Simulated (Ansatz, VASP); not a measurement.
# One calculation of CdS, two programs

```
CELL_PARAMETERS angstrom
0.08829 2.98710 2.98710
2.98710 0.08829 2.98710
2.98710 2.98710 0.08829
ATOMIC_POSITIONS crystal
Cd 0.00000 0.00000 0.00000
S 0.75000 0.75000 0.75000
```

Change from the starting cell: equal xy, yz and zx shear strains of +3 %.

Alike in both runs: task single point; functional PBEsol; k mesh 7 × 7 × 7; occupations fermi-dirac, width 0.02 eV; no spin polarisation.

|  | VASP | Ansatz |
| --- | --- | --- |
| version | VASP 6.6.1 | Ansatz 0.2.0 |
| potentials or method | VASP PAW PBE potentials, release 64 (Cd, S), cutoff 520 eV | all-electron LAPW, scalar-relativistic |

|  | VASP | Ansatz | Ansatz less VASP |
| --- | --- | --- | --- |
| gap on the k mesh at the Fermi level (eV) | 0.90 | 0.90 | -0.002 |
| pressure (GPa) | -1.2 | -1.6 | -0.33 |
| largest component of the traceless stress (GPa) | 1.34 | 1.31 | -0.031 |
| rms of the force components (eV/Å) | 0.139 | 0.132 | -0.0069 |

Atom by atom the forces differ by 0.007 eV/Å (rms over components). Ansatz ran all-electron here, so the differences hold the error of VASP's frozen core and of both bases.

Caveats: the PAW data sets were made with another functional, which shifts forces and pressure a little (VASP).
